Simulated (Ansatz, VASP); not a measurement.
Given: the input of a run of VASP 6.6.1 on Pt.

File INCAR:

```
SYSTEM = Pt
PREC = Accurate ; ENCUT = 520
EDIFF = 1E-6 ; ISMEAR = 0
SIGMA = 0.013000000000000001 ; LREAL = .False.
LASPH = .True. ; NELM = 80
ALGO = Normal ; ISIF = 2
LWAVE = .False. ; LCHARG = .False.
GGA = PE ; NBANDS = 11
```

KPOINTS

```
Automatic mesh
0
Gamma
  12 12 12
  0 0 0
```

The input POSCAR:

```
Pt
1.0
    0.0000000000      1.9609000000      1.9609000000
    1.9609000000      0.0000000000      1.9609000000
    1.9609000000      1.9609000000      0.0000000000
Pt
1
Direct
    0.0000000000      0.0000000000      0.0000000000
```

Potentials or basis: VASP PAW PBE potentials, release 64 (Pt).

Command:

```bash
$ cat potpaw_PBE.64/Pt/POTCAR > POTCAR
$ mpirun -np 1 vasp_std > vasp.out
```

Problem. Translate it to Ansatz 0.2.0. Potentials there: all-electron LAPW, scalar-relativistic.

Solution. As run (the cutoff follows the program's own potentials):

The input input.yaml:

```yaml
crystal:
  lattice:
    - [0.0, 1.9609, 1.9609]
    - [1.9609, 0.0, 1.9609]
    - [1.9609, 1.9609, 0.0]
  atoms:
    - { symbol: Pt, position: [0.0, 0.0, 0.0] }
kpoints:
  mp_grid: { grid: [12, 12, 12] }
scf:
  occupations: { method: gaussian, width: 0.013 }
hamiltonian:
  xc: pbe
  pseudopotentials: { kind: all_electron, lapw: { basis_error: 0.001 } }
output:
  forces: true
  stress: true
  eigenvalues: true
```

Potentials or basis: all-electron LAPW, scalar-relativistic.

Run with:

```bash
$ ansatz run input.yaml --threads 1 --pin off --max-ram 3072MiB --backend cpu --events-out ev --progress --plain --runs-dir out
```

Both were run:

|  | VASP | Ansatz | Ansatz less VASP |
| --- | --- | --- | --- |
| gap on the k mesh at the Fermi level (eV) | none | none | - |
| pressure (GPa) | 9.7 | 10.2 | +0.47 |

A gap of «none» marks a metal or a gap that the smearing closes. Ansatz ran all-electron here, so the differences hold the error of VASP's frozen core and of both bases.

The runs have no spin-orbit coupling, so splittings on Pt are missing.
